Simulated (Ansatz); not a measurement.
BeO (wurtzite, P6_3mc), the program Ansatz at the PBEsol level (PAW), all energies at zero smearing, with the estimated change up to a 700 eV cutoff added, with one set of potentials and settings (totals compare only within such a set). Cell of 4 atoms (2 Be, 2 O): -1308.539 eV.

```csv
element,reference phase,E (eV/atom)
Be,"P6_3/mmc, 2 atoms in the cell",-90.3483
O,"C2/m, 4 atoms in the cell, spin-polarised",-558.3554
```

Formation energy per atom, worked out: (-1308.539 − 2×(-90.3483) − 2×(-558.3554))/4 = -2.783 eV/atom (-269 kJ per mol of atoms), at 0 K, without zero-point energy or fitted corrections.

The PBEsol relaxation kept the symmetry of its start; phonons on a q-mesh show no instability. The references are the lowest solids computed at this level, not always the standard phases (solids in place of the gases).

Potentials: the later of the program's two PAW sets.
